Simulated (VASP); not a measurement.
Wanted: the native input for a VASP 6.6.1 run.

* Task: relaxation of the atoms
* Functional: PBE
* Potentials or basis: VASP PAW PBE potentials, release 64 (Ag, Cl)
* Cutoff: 300 eV
* k mesh: 4 × 4 × 4
* Occupations: gaussian, width 0.03 eV
* Spin: no spin polarisation
* Further INCAR settings: ALGO = Fast; EDIFF = 1e-07; IBRION = 2; EDIFFG = -0.01; NSW = 40

The structure of AgCl (Chlorargyrite) lies in POSCAR:

```
AgCl                                    
1.0
    0.0000000000      2.7800957703      2.7800957703
    2.7800957703     -0.0000000000      2.7800957703
    2.7800957703      2.7800957703     -0.0000000000
  Ag              Cl            
     1     1
Direct
     0.0000000000000000    0.0000000000000000    0.0000000000000000
     0.5000000000000000    0.5000000000000000    0.5000000000000000
```

The cell isn't the ideal one: a relaxed cell with its volume scaled by 0.98.

One way to write it, as run:

INCAR

```
SYSTEM = AgCl
  ALGO = Fast
  EDIFF = 1E-7
  EDIFFG = -0.01
  ENCUT = 300
  GGA = PE
  IBRION = 2
  ISIF = 2
  ISMEAR = 0
  LASPH = .TRUE.
  LCHARG = .FALSE.
  LREAL = .FALSE.
  LWAVE = .FALSE.
  NELM = 80
  NSW = 40
  PREC = Accurate
  SIGMA = 0.03
```

KPOINTS

```
k-points
0
G
  4 4 4
  0 0 0
```

Potentials or basis: VASP PAW PBE potentials, release 64 (Ag, Cl).

Run with:

```console
$ cat potpaw_PBE.64/Ag/POTCAR potpaw_PBE.64/Cl/POTCAR > POTCAR
$ mpirun -np 1 vasp_std > vasp.out
```

It gave:

| Item | Value |
| --- | --- |
| Pressure after relaxing | 1.0 GPa |
| Band gap on the k mesh | 0.89 eV, indirect (least direct gap 3.19 eV) |

Caveat: the k mesh is coarse (spacing up to 0.49 Å⁻¹), so the values aren't converged; the cutoff is under 1.25 times the usual one of these potentials, so pressure, stress and relaxed cells hold a basis-set (Pulay) error; the relaxation stopped at its first step, so nothing moved.

Wall time 2.5 s on 1 thread of Intel(R) Xeon(R) 6975P-C (Granite Rapids), with other jobs on the host, peak memory 0.13 GiB.
